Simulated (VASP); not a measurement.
# Br (I4/mmm) in VASP: notebook

Runs on Br. Level: r2SCAN. Tasks: single point.

Program: VASP 6.6.1. These are calculated values, not measurements. Logs are shortened: lines on timing, memory, paths and dates and some standing lists are left out, and cuts for length are marked.

## 1. The structure

The structure is tetragonal, space group I4/mmm (No. 139). Conventional cell: a = 2.847 Å, b = 2.847 Å, c = 7.155 Å, α = 90.00°, β = 90.00°, γ = 90.00°. Br (site symmetry 4/mmm) has 4 Br at 2.85 Å as nearest neighbours.

## 2. Single point, r2SCAN

Contents of POSCAR:

```
Br
1.0
   -1.4235000000      1.4235000000      3.5775000000
    1.4235000000     -1.4235000000      3.5775000000
    1.4235000000      1.4235000000     -3.5775000000
Br
1
Direct
    0.0000000000      0.0000000000      0.0000000000
```

Contents of INCAR.step1:

```
SYSTEM = Br
ALGO = Normal
EDIFF = 1E-4
ENCUT = 520
GGA = PE
ISMEAR = 1
LASPH = .True.
LCHARG = .False.
LREAL = .False.
LWAVE = .True.
NBANDS = 10
NELM = 100
PREC = Accurate
SIGMA = 0.25
```

Contents of INCAR.step2:

```
SYSTEM = Br
ALGO = Normal
EDIFF = 1E-7
ENCUT = 520
ISIF = 2
ISMEAR = 1
ISTART = 1
LASPH = .True.
LCHARG = .False.
LMIXTAU = .True.
LREAL = .False.
LWAVE = .False.
METAGGA = R2SCAN
NBANDS = 10
NELM = 100
PREC = Accurate
SIGMA = 0.25
```

Contents of KPOINTS:

```
k-points
0
Gamma
  12 12 12
  0 0 0
```

Potentials or basis: VASP PAW PBE potentials, release 64 (Br).

Started as:

```bash
> cat potpaw_PBE.64/Br/POTCAR > POTCAR
> cp INCAR.step1 INCAR
> mpirun -np 1 vasp_std > vasp.out
> cp INCAR.step2 INCAR
> mpirun -np 1 vasp_std > vasp.out
```

OUTCAR:

```text
SYSTEM = Br
   EDIFF = 1E-7
   ENCUT = 520
   ISIF = 2
   ISMEAR = 1
   ISTART = 1
   LASPH = .True.
   LREAL = .False.
   METAGGA = R2SCAN
   NELM = 100
   PREC = Accurate

 ion  position               nearest neighbor table
   1  0.000  0.000  0.000-

  LATTYP: Found a body centered tetragonal cell.
 ALAT       =     2.8470000000
 C/A-ratio  =     2.5131717597

  Lattice vectors:

 A1 = (  -1.4235000000,   1.4235000000,   3.5775000000)
 A2 = (   1.4235000000,  -1.4235000000,   3.5775000000)
 A3 = (   1.4235000000,   1.4235000000,  -3.5775000000)

Analysis of symmetry for initial positions (statically):
=====================================================================
 Subroutine PRICEL returns:
 Original cell was already a primitive cell.

 Routine SETGRP: Setting up the symmetry group for a
 body centered tetragonal supercell.

 Subroutine GETGRP returns: Found 16 space group operations
 (whereof 16 operations were pure point group operations)
 out of a pool of 16 trial point group operations.

The static configuration has the point symmetry D_4h.

Analysis of symmetry for dynamics (positions and initial velocities):
=====================================================================
 Subroutine PRICEL returns:
 Original cell was already a primitive cell.

 Routine SETGRP: Setting up the symmetry group for a
 body centered tetragonal supercell.

 Subroutine GETGRP returns: Found 16 space group operations
 (whereof 16 operations were pure point group operations)
 out of a pool of 16 trial point group operations.

The dynamic configuration has the point symmetry D_4h.

 Subroutine INISYM returns: Found 16 space group operations
 (whereof 16 operations are pure point group operations),
 and found     1 'primitive' translations

----------------------------------------------------------------------------------------

                                     Primitive cell

  volume of cell :      28.9971

  direct lattice vectors                    reciprocal lattice vectors
    -1.423500000  1.423500000  3.577500000     0.000000000  0.351246927  0.139762404
     1.423500000 -1.423500000  3.577500000     0.351246927  0.000000000  0.139762404
     1.423500000  1.423500000 -3.577500000     0.351246927  0.351246927  0.000000000

  length of vectors
     4.105022625  4.105022625  4.105022625     0.378031656  0.378031656  0.496738167

  position of ions in fractional coordinates (direct lattice)
     0.000000000  0.000000000  0.000000000

  ion indices of the primitive-cell ions
   primitive index   ion index
                 1           1

----------------------------------------------------------------------------------------

 KPOINTS: k-points

Automatic generation of k-mesh.
 Grid dimensions read from file:
 generate k-points for:   12   12   12

 Generating k-lattice:

  Cartesian coordinates                     Fractional coordinates (reciprocal lattice)
     0.000000000  0.029270577  0.011646867     0.083333333  0.000000000 -0.000000000
     0.029270577  0.000000000  0.011646867     0.000000000  0.083333333 -0.000000000
     0.029270577  0.029270577  0.000000000     0.000000000  0.000000000  0.083333333

  Length of vectors
     0.031502638  0.031502638  0.041394847

  Shift w.r.t. Gamma in fractional coordinates (k-lattice)
     0.000000000  0.000000000  0.000000000

 Subroutine IBZKPT returns following result:
 ===========================================

 Found    163 irreducible k-points:

 Following reciprocal coordinates:
            Coordinates               Weight
  0.000000  0.000000  0.000000      1.000000
  0.083333 -0.000000  0.000000      8.000000
  0.166667 -0.000000  0.000000      8.000000
  0.250000 -0.000000  0.000000      8.000000
  0.333333 -0.000000  0.000000      8.000000
  0.416667 -0.000000  0.000000      8.000000
[... 16 lines left out ...]
  0.500000  0.166667  0.000000     16.000000
 -0.416667  0.166667 -0.000000     16.000000
 [... further k-points ...]
   k-points           NKPTS =    163   k-points in BZ     NKDIM =    163   number of bands    NBANDS=     10
   number of dos      NEDOS =    301   number of ions     NIONS =      1
   total plane-waves  NPLWV =  32768
   dimension x,y,z NGX =    32 NGY =   32 NGZ =   32
   dimension x,y,z NGXF=    64 NGYF=   64 NGZF=   64
   ions per type =               1
   NGX,Y,Z   is equivalent  to a cutoff of  12.96, 12.96, 12.96 a.u.
   NGXF,Y,Z  is equivalent  to a cutoff of  25.92, 25.92, 25.92 a.u.
 SYSTEM =  Br
   PREC   = accura    normal or accurate (medium, high low for compatibility)
   ISTART =      1    job   : 0-new  1-cont  2-samecut
   ICHARG =      0    charge: 1-file 2-atom 10-const
   ISPIN  =      1    spin polarized calculation?
   LNONCOLLINEAR =      F non collinear calculations
   LSORBIT =      F    spin-orbit coupling
   LASPH  =      T    aspherical Exc in radial PAW
   ENCUT  =  520.0 eV  38.22 Ry    6.18 a.u.   7.63  7.63  7.63*2*pi/ulx,y,z
   NELM   =    100;   NELMIN=  2; NELMDL=  0     # of ELM steps
   EDIFF  = 0.1E-06   stopping-criterion for ELM
   LREAL  =      F    real-space projection
   EDIFFG = 0.1E-05   stopping-criterion for IOM
   NSW    =      0    number of steps for IOM
   IBRION =     -1    ionic relax: 0-MD 1-quasi-New 2-CG
   NFREE  =      0    steps in history (QN), initial steepest desc. (CG)
   ISIF   =      2    stress and relaxation
   ISYM   =      2    0-nonsym 1-usesym 2-fastsym
   POTIM  = 0.5000    time-step for ionic-motion
   TEBEG  =    0.0;   TEEND  =   0.0 temperature during run
   PSTRESS=    0.0 pullay stress
   NELECT =       7.0000    total number of electrons
   NUPDOWN=      -1.0000    fix difference up-down
   EMIN   =  10.00;   EMAX   =-10.00  energy-range for DOS
   EFERMI =   0.00;   METHOD = LEGACY
   ISMEAR =     1;   SIGMA  =   0.25  broadening in eV -4-tet -1-fermi 0-gaus
   EFERMI_NEDOS =   21; number of points for ismear=-14 and -15
   IALGO  =     38    algorithm
   IMIX   =      4    mixing-type and parameters
     AMIX     =   0.40;   BMIX     =  1.00
     AMIX_MAG =   1.60;   BMIX_MAG =  1.00
  volume/ion in A,a.u.               =      29.00       195.68
  Fermi-wavevector in a.u.,A,eV,Ry     =   1.019348  1.926289 14.137422  1.039071
  Thomas-Fermi vector in A             =   2.152857
   LORBIT       =      0    0 simple, 1 ext, 2 COOP (PROOUT), +10 PAW based schemes
   METAGGA = R2SCAN    functional components
   LHFCALC =     F    Hartree Fock is set to
   AEXX    =    0.0000 exact exchange contribution
   IVDW    =     0    specifies the selected vdW correction
   LEPSILON=     F    determine dielectric tensor
   LRPA    =     F    only Hartree local field effects (RPA)
 non-spin polarized calculation
 Methfessel and Paxton  Order N= 1 SIGMA  =   0.25
  energy-cutoff  :      520.00
  volume of cell :       29.00
 maximum number of plane-waves:       805
   NGX = 15   NGY = 15   NGZ = 15

 number of electron       7.0000000 magnetization

 Free energy of the ion-electron system (eV)
  ---------------------------------------------------
  ext. energy  EPLUGINS =         0.00000000
  ---------------------------------------------------
  free energy    TOTEN  =       -13.03135514 eV

  energy without entropy =      -13.03471708  energy(sigma->0) =      -13.03247578

 E-fermi :   1.1321     XC(G=0):  -9.1188

 val. band max:        0.9853422643   @ k =  -0.3333   0.3333   0.1667
 cond. band min:       1.2221403878   @ k =  -0.4167   0.5000   0.4167
 fundamental gap:      0.2367981236
 Fermi energy:         1.1320574071

 k-point     1 :       0.0000    0.0000    0.0000
  band No.  band energies     occupation
      1     -15.8042      2.00000
      2      -1.3320      2.00000
      3       2.1274     -0.00000
      4       2.1274     -0.00000
      5       7.0995      0.00000
      6      11.5483      0.00000
      7      12.2611      0.00000
      8      17.7809      0.00000
      9      17.7809      0.00000
     10      18.5131      0.00000

 k-point     2 :       0.0833   -0.0000    0.0000
  band No.  band energies     occupation
      1     -15.7136      2.00000
      2      -1.3215      2.00000
      3       1.3964     -0.06023
      4       2.1824     -0.00000
      5       7.3577      0.00000
      6      11.8829      0.00000
      7      12.9166      0.00000
      8      15.7544      0.00000
      9      17.9240      0.00000
     10      19.5687      0.00000

 k-point     3 :       0.1667   -0.0000    0.0000
  band No.  band energies     occupation
      1     -15.4525      2.00000
      2      -1.2943      2.00000
      3      -0.1877      2.00000
      4       2.3375     -0.00000
      5       7.9987      0.00000
      6      12.2225      0.00000
      7      13.5411      0.00000
      8      15.0747      0.00000
      9      18.3394      0.00000
     10      20.2373      0.00000

 k-point     4 :       0.2500   -0.0000    0.0000
  band No.  band energies     occupation
      1     -15.0569      2.00000
      2      -2.0009      2.00000
      3      -1.1409      2.00000
      4       2.5618     -0.00000
      5       8.7185      0.00000
      6      12.0373      0.00000
      7      12.7058      0.00000
      8      17.5616      0.00000
      9      18.8959      0.00000
     10      19.8460      0.00000
[... 222 lines left out ...]
 k-point    22 :       0.4167    0.1667    0.0000
  band No.  band energies     occupation
      1     -13.8624      2.00000
      2      -4.2591      2.00000
      3      -0.8695      2.00000
      4       0.8751      2.05555
      5       8.8630      0.00000
      6      12.4314      0.00000
      7      15.0451      0.00000
      8      16.4720      0.00000
      9      17.4608      0.00000
     10      19.0033      0.00000

 k-point    23 :       0.5000    0.1667    0.0000
  band No.  band energies     occupation
      1     -13.7294      2.00000
      2      -4.6115      2.00000
      3      -0.6519      2.00000
      4       0.9833      1.83555
      5       8.6300      0.00000
      6      12.0429      0.00000
      7      14.4355      0.00000
      8      16.6838      0.00000
      9      17.3807      0.00000
     10      19.3787      0.00000

 k-point    24 :      -0.4167    0.1667   -0.0000
  band No.  band energies     occupation
      1     -13.9059      2.00000
      2      -4.2069      2.00000
      3      -0.5401      2.00000
      4       0.9051      2.02543
      5       8.8912      0.00000
      6      11.6329      0.00000
      7      13.5198      0.00000
      8      16.5790      0.00000
      9      16.8806      0.00000
     10      20.6440      0.00000

 [... further k-points ...]

------------------------ aborting loop because EDIFF is reached ----------------------------------------

  FORCE on cell =-STRESS in cart. coord.  units (eV):
  Direction    XX          YY          ZZ          XY          YZ          ZX
  --------------------------------------------------------------------------------------
  -------------------------------------------------------------------------------------
  Total        0.0890772      0.0890772      0.0710667      0.0000000      0.0000000      0.0000000
  in kB        4.9217833      4.9217833      3.9266505      0.0000000      0.0000000      0.0000000
  external PRESSURE =       4.5900724 kB  Pullay stress =       0.0000000 kB

 VOLUME and BASIS-vectors are now :
 -----------------------------------------------------------------------------
  energy-cutoff  :      520.00
  volume of cell :       29.00
      direct lattice vectors                 reciprocal lattice vectors
    -1.423500000  1.423500000  3.577500000     0.000000000  0.351246927  0.139762404
     1.423500000 -1.423500000  3.577500000     0.351246927  0.000000000  0.139762404
     1.423500000  1.423500000 -3.577500000     0.351246927  0.351246927  0.000000000

 POSITION                                       TOTAL-FORCE (eV/Angst)
 -----------------------------------------------------------------------------------
      0.00000      0.00000      0.00000        -0.000000     -0.000000     -0.000000
 -----------------------------------------------------------------------------------
    total drift:                                0.000000     -0.000000      0.000000

  FREE ENERGIE OF THE ION-ELECTRON SYSTEM (eV)
  ---------------------------------------------------
  free  energy   TOTEN  =       -13.0313551364 eV

  energy  without entropy=      -13.0347170812  energy(sigma->0) =      -13.03247578
```

It took 2.6 min on 1 thread of Intel Xeon Platinum 8488C (Sapphire Rapids), shared host; peak memory 0.2 GiB.

Results:

```yaml
Free_energy: -13.0314 eV
Pressure: 0.5 GPa
Band_gap_on_the_k_mesh: none (metal or under the smearing width)
```

Levels at points of the mesh, in eV from the Fermi level:
| k point | band 1 | band 2 | band 3 | band 4 | band 5 | band 6 | band 7 | band 8 | band 9 |
| --- | --- | --- | --- | --- | --- | --- | --- | --- | --- |
| (0.00, 0.00, 0.00) | -16.94 | -2.46 | 1.00 | 1.00 | 5.97 | 10.42 | 11.13 | 16.65 | 16.65 |
| (0.50, 0.00, 0.00) | -15.19 | -6.06 | -2.04 | 1.93 | 6.82 | 12.79 | 13.59 | 15.55 | 15.89 |
| (0.50, 0.50, 0.00) | -13.58 | -4.70 | -4.42 | -0.74 | 5.98 | 8.85 | 13.20 | 14.64 | 15.26 |
| (0.50, 0.50, 0.50) | -16.68 | -4.67 | 0.82 | 0.82 | 9.87 | 10.11 | 12.54 | 18.05 | 19.86 |

Caveat: the PAW data sets were made with another functional, which shifts forces and pressure a little; an odd number of electrons without spin polarisation forces a metal; a magnetic or distorted state may lie lower.

## 3. Single point, r2SCAN

POSCAR is that of step 2.

Contents of INCAR.step1:

```
  PREC = Accurate
  ENCUT = 520
  ISMEAR = 1
  SIGMA = 0.1
  LREAL = False
  LASPH = True
  NELM = 100
  NBANDS = 10
  GGA = PE
  ALGO = Normal
  EDIFF = 1E-4
  LWAVE = True
  LCHARG = False
```

Contents of INCAR.step2:

```
  PREC = Accurate
  ENCUT = 520
  EDIFF = 1E-6
  ISMEAR = 1
  SIGMA = 0.1
  LREAL = False
  LASPH = True
  NELM = 100
  ALGO = Normal
  ISIF = 2
  LWAVE = False
  LCHARG = False
  METAGGA = R2SCAN
  LMIXTAU = True
  NBANDS = 10
  ISTART = 1
```

Contents of KPOINTS:

```
Automatic mesh
0
Gamma
  12 12 12
```

Potentials or basis: VASP PAW PBE potentials, release 64 (Br).

Started as:

```bash
> cat potpaw_PBE.64/Br/POTCAR > POTCAR
> cp INCAR.step1 INCAR
> mpirun -np 1 vasp_std > vasp.out
> cp INCAR.step2 INCAR
> mpirun -np 1 vasp_std > vasp.out
```

Run time: 88 s. Hardware: 1 thread of Intel Xeon Platinum 8488C (Sapphire Rapids), shared host; peak memory 0.2 GiB.

It converged, with:

```yaml
Free_energy: -13.0332 eV
Pressure: 0.5 GPa
Band_gap_on_the_k_mesh: none (metal or under the smearing width)
```

Stress tensor (GPa, compression positive):
```
0.51 0.00 0.00
0.00 0.51 0.00
0.00 0.00 0.43
```

Levels at points of the mesh, in eV from the Fermi level:
| k point | band 1 | band 2 | band 3 | band 4 | band 5 | band 6 | band 7 | band 8 |
| --- | --- | --- | --- | --- | --- | --- | --- | --- |
| (0.00, 0.00, 0.00) | -16.86 | -2.39 | 1.07 | 1.07 | 6.04 | 10.49 | 11.20 | 16.72 |
| (0.50, 0.00, 0.00) | -15.11 | -5.99 | -1.97 | 2.01 | 6.89 | 12.86 | 13.66 | 15.63 |
| (0.50, 0.50, 0.00) | -13.50 | -4.63 | -4.34 | -0.67 | 6.05 | 8.92 | 13.28 | 14.71 |
| (0.50, 0.50, 0.50) | -16.61 | -4.59 | 0.90 | 0.90 | 9.95 | 10.19 | 12.61 | 18.13 |

Caveat: the PAW data sets were made with another functional, which shifts forces and pressure a little; an odd number of electrons without spin polarisation forces a metal; a magnetic or distorted state may lie lower.

## 4. Single point, r2SCAN

POSCAR is that of step 3.

Contents of INCAR.step1:

```
PREC     = Accurate       # precision mode
ENCUT    = 520            # plane-wave cutoff, eV
ISMEAR   = 1              # smearing method
SIGMA    = 0.025          # smearing width, eV
LREAL    = F              # projectors in reciprocal space
LASPH    = T              # aspherical terms in the spheres
NELM     = 100            # most SCF steps
NBANDS   = 10             # bands
GGA      = PE             # functional
ALGO     = Normal         # electronic algorithm
EDIFF    = 1E-4           # SCF threshold, eV
LWAVE    = T              # write WAVECAR
LCHARG   = F              # write CHGCAR
```

Contents of INCAR.step2:

```
PREC     = Accurate       # precision mode
ENCUT    = 520            # plane-wave cutoff, eV
EDIFF    = 1E-7           # SCF threshold, eV
ISMEAR   = 1              # smearing method
SIGMA    = 0.025          # smearing width, eV
LREAL    = F              # projectors in reciprocal space
LASPH    = T              # aspherical terms in the spheres
NELM     = 100            # most SCF steps
ALGO     = Normal         # electronic algorithm
ISIF     = 2              # what is computed and relaxed
LWAVE    = F              # write WAVECAR
LCHARG   = F              # write CHGCAR
METAGGA  = R2SCAN         # meta-GGA
LMIXTAU  = T            
NBANDS   = 10             # bands
ISTART   = 1
```

KPOINTS is that of step 3.

Started as:

```bash
> cat potpaw_PBE.64/Br/POTCAR > POTCAR
> cp INCAR.step1 INCAR
> mpirun -np 1 vasp_std > vasp.out
> cp INCAR.step2 INCAR
> mpirun -np 1 vasp_std > vasp.out
```

It took 2 min on 1 thread of Intel Xeon Platinum 8488C (Sapphire Rapids), shared host; peak memory 0.2 GiB.

The run converged. Its results:

| Item | Value |
| --- | --- |
| Free energy | -13.0335 eV |
| Pressure | 0.5 GPa |
| Band gap on the k mesh | none (metal or under the smearing width) |

Stress tensor (GPa, compression positive):
```
0.51 0.00 0.00
0.00 0.51 0.00
0.00 0.00 0.42
```

Levels at points of the mesh, in eV from the Fermi level:
| k point | band 1 | band 2 | band 3 | band 4 | band 5 | band 6 | band 7 | band 8 | band 9 |
| --- | --- | --- | --- | --- | --- | --- | --- | --- | --- |
| (0.00, 0.00, 0.00) | -16.91 | -2.44 | 1.02 | 1.02 | 5.99 | 10.44 | 11.15 | 16.67 | 16.67 |
| (0.50, 0.00, 0.00) | -15.17 | -6.04 | -2.02 | 1.95 | 6.84 | 12.81 | 13.61 | 15.57 | 15.91 |
| (0.50, 0.50, 0.00) | -13.55 | -4.68 | -4.39 | -0.72 | 6.00 | 8.87 | 13.22 | 14.66 | 15.28 |
| (0.50, 0.50, 0.50) | -16.66 | -4.64 | 0.84 | 0.84 | 9.89 | 10.13 | 12.56 | 18.07 | 19.88 |

Caveat: the PAW data sets were made with another functional, which shifts forces and pressure a little; an odd number of electrons without spin polarisation forces a metal; a magnetic or distorted state may lie lower.

## 5. Overview

| smearing | gap on the mesh (eV) | pressure (GPa) |
| --- | --- | --- |
| methfessel-paxton 0.25 eV | none | 0.5 |
| methfessel-paxton 0.1 eV | none | 0.5 |
| methfessel-paxton 0.025 eV | none | 0.5 |

Alike in all rows: task single point; level r2SCAN; potentials or basis VASP PAW PBE potentials, release 64 (Br); no spin polarisation; cell as given; k mesh 12 × 12 × 12; cutoff (eV) 520.

Every run on the cell as given and a fine mesh finds a metal.

Caveats: the PAW data sets were made with another functional, which shifts forces and pressure a little; an odd number of electrons without spin polarisation forces a metal; a magnetic or distorted state may lie lower.

Absolute energies hang on the potentials; compare differences alone.
